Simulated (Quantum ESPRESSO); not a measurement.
Here is a Quantum ESPRESSO 7.5 calculation.

File pw.in:

```
&CONTROL
  calculation = 'scf'
  prefix = 'pwscf'
  outdir = './tmp'
  pseudo_dir = './pseudo'
  tprnfor = .true.
  tstress = .true.
  disk_io = 'low'
/
&SYSTEM
  ibrav = 0
  nat = 3
  ntyp = 2
  ecutwfc = 86
  nbnd = 31
  occupations = 'smearing'
  smearing = 'fd'
  degauss = 0.00367493
/
&ELECTRONS
  conv_thr = 6d-10
  electron_maxstep = 120
  mixing_beta = 0.5
/
ATOMIC_SPECIES
Zr    91.2240 Zr.upf
Se    78.9710 Se.upf
CELL_PARAMETERS angstrom
   3.7980000000    0.0000000000    0.0000000000
  -1.8990000000    3.2891644836    0.0000000000
   0.0000000000    0.0000000000    6.1920000000
ATOMIC_POSITIONS angstrom
Zr     0.0000000000    0.0000000000    0.0000000000
Se     1.8990000002    1.0963881611    4.6440000000
Se    -0.0000000002    2.1927763225    1.5480000000
K_POINTS automatic
8 8 5 0 0 0
```

File bands.in:

```
&CONTROL
  calculation = 'bands'
  prefix = 'pwscf'
  outdir = './tmp'
  pseudo_dir = './pseudo'
  disk_io = 'low'
  verbosity = 'high'
/
&SYSTEM
  ibrav = 0
  nat = 3
  ntyp = 2
  ecutwfc = 86
  nbnd = 31
  occupations = 'smearing'
  smearing = 'fd'
  degauss = 0.00367493
/
&ELECTRONS
  conv_thr = 1d-08
  electron_maxstep = 120
  mixing_beta = 0.5
  diago_full_acc = .true.
/
ATOMIC_SPECIES
Zr    91.2240 Zr.upf
Se    78.9710 Se.upf
CELL_PARAMETERS angstrom
   3.7980000000    0.0000000000    0.0000000000
  -1.8990000000    3.2891644836    0.0000000000
   0.0000000000    0.0000000000    6.1920000000
ATOMIC_POSITIONS angstrom
Zr     0.0000000000    0.0000000000    0.0000000000
Se     1.8990000002    1.0963881611    4.6440000000
Se    -0.0000000002    2.1927763225    1.5480000000
K_POINTS crystal
60
 0.0000000000  0.0000000000  0.0000000000 1
 0.0625000000  0.0000000000  0.0000000000 1
 0.1250000000  0.0000000000  0.0000000000 1
 0.1875000000  0.0000000000  0.0000000000 1
 0.2500000000  0.0000000000  0.0000000000 1
 0.3125000000  0.0000000000  0.0000000000 1
 0.3750000000  0.0000000000  0.0000000000 1
 0.4375000000  0.0000000000  0.0000000000 1
 0.5000000000  0.0000000000  0.0000000000 1
 0.4583333333  0.0833333333  0.0000000000 1
 0.4166666667  0.1666666667  0.0000000000 1
 0.3750000000  0.2500000000  0.0000000000 1
 0.3333333333  0.3333333333  0.0000000000 1
 0.2962962963  0.2962962963  0.0000000000 1
 0.2592592593  0.2592592593  0.0000000000 1
 0.2222222222  0.2222222222  0.0000000000 1
 0.1851851852  0.1851851852  0.0000000000 1
 0.1481481481  0.1481481481  0.0000000000 1
 0.1111111111  0.1111111111  0.0000000000 1
 0.0740740741  0.0740740741  0.0000000000 1
 0.0370370370  0.0370370370  0.0000000000 1
 0.0000000000  0.0000000000  0.0000000000 1
 0.0000000000  0.0000000000  0.1250000000 1
 0.0000000000  0.0000000000  0.2500000000 1
 0.0000000000  0.0000000000  0.3750000000 1
 0.0000000000  0.0000000000  0.5000000000 1
 0.0625000000  0.0000000000  0.5000000000 1
 0.1250000000  0.0000000000  0.5000000000 1
 0.1875000000  0.0000000000  0.5000000000 1
 0.2500000000  0.0000000000  0.5000000000 1
 0.3125000000  0.0000000000  0.5000000000 1
 0.3750000000  0.0000000000  0.5000000000 1
 0.4375000000  0.0000000000  0.5000000000 1
 0.5000000000  0.0000000000  0.5000000000 1
 0.4666666667  0.0666666667  0.5000000000 1
 0.4333333333  0.1333333333  0.5000000000 1
 0.4000000000  0.2000000000  0.5000000000 1
 0.3666666667  0.2666666667  0.5000000000 1
 0.3333333333  0.3333333333  0.5000000000 1
 0.3000000000  0.3000000000  0.5000000000 1
 0.2666666667  0.2666666667  0.5000000000 1
 0.2333333333  0.2333333333  0.5000000000 1
 0.2000000000  0.2000000000  0.5000000000 1
 0.1666666667  0.1666666667  0.5000000000 1
 0.1333333333  0.1333333333  0.5000000000 1
 0.1000000000  0.1000000000  0.5000000000 1
 0.0666666667  0.0666666667  0.5000000000 1
 0.0333333333  0.0333333333  0.5000000000 1
 0.0000000000  0.0000000000  0.5000000000 1
 0.5000000000  0.0000000000  0.5000000000 1
 0.5000000000  0.0000000000  0.4000000000 1
 0.5000000000  0.0000000000  0.3000000000 1
 0.5000000000  0.0000000000  0.2000000000 1
 0.5000000000  0.0000000000  0.1000000000 1
 0.5000000000  0.0000000000  0.0000000000 1
 0.3333333333  0.3333333333  0.0000000000 1
 0.3333333333  0.3333333333  0.1250000000 1
 0.3333333333  0.3333333333  0.2500000000 1
 0.3333333333  0.3333333333  0.3750000000 1
 0.3333333333  0.3333333333  0.5000000000 1
```

Potentials or basis: PseudoDojo 0.4.1 SR PBEsol standard.

Command:

```bash
$ OMP_NUM_THREADS=1 pw.x -in pw.in > pw.out
$ OMP_NUM_THREADS=1 pw.x -in bands.in > bands.out
```

**Question.** Estimate the largest force.

**Answer.** 0.085 eV/Å.

**Question.** What does it give for the band gap on the k mesh?

**Answer.** 0.35 eV, indirect (least direct gap 1.01 eV).

**Question.** What does it give for the band gap along the path?

**Answer.** 0.31 eV, indirect (least direct gap 1.01 eV).

Levels at the corners of the path, in eV from the valence-band top:
```csv
point,band 18,band 19,band 20,band 21,band 22,band 23,band 24,band 25,band 26,band 27
Γ,-2.75,-2.75,-0.06,-0.06,-0.01,1.00,1.00,1.53,4.32,4.32
M,-2.97,-2.70,-2.52,-2.16,-1.38,0.52,2.48,2.81,4.80,5.06
K,-3.59,-3.59,-2.33,-2.33,-1.77,1.64,2.57,2.57,4.04,4.04
Γ,-2.75,-2.75,-0.06,-0.06,-0.01,1.00,1.00,1.53,4.32,4.32
A,-2.70,-2.70,-2.11,-0.23,-0.23,0.97,0.97,1.91,4.72,4.72
L,-3.64,-2.70,-2.54,-1.07,-0.99,0.31,2.47,2.80,4.48,4.87
H,-3.77,-3.40,-2.40,-2.01,-2.01,1.71,2.16,2.16,4.86,4.86
A,-2.70,-2.70,-2.11,-0.23,-0.23,0.97,0.97,1.91,4.72,4.72
L,-3.64,-2.70,-2.54,-1.07,-0.99,0.31,2.47,2.80,4.48,4.87
M,-2.97,-2.70,-2.52,-2.16,-1.38,0.52,2.48,2.81,4.80,5.06
K,-3.59,-3.59,-2.33,-2.33,-1.77,1.64,2.57,2.57,4.04,4.04
H,-3.77,-3.40,-2.40,-2.01,-2.01,1.71,2.16,2.16,4.86,4.86
```

**Measured values to compare with.**

From “Stress-Tuned Optical Transitions in Layered 1T-MX2 (M= Hf, Zr, Sn; X= S, Se) Crystals”, 2022, arxiv:2210.12074, for a bulk crystal of ZrSe2: band gap 1.2 eV (indirect).

A measured gap of ZrSe2 is 1.2 eV (indirect; quoted in “Stress-Tuned Optical Transitions in Layered 1T-MX2 (M= Hf, Zr, Sn; X= S, Se) Crystals”, 2022, arxiv:2210.12074); the calculated 0.31 eV misses it by -0.89 eV. Spin-orbit coupling on Se, Zr is left out. The value is that of PBEsol, without temperature or zero-point motion. Semilocal functionals fall short of measured gaps as a rule.
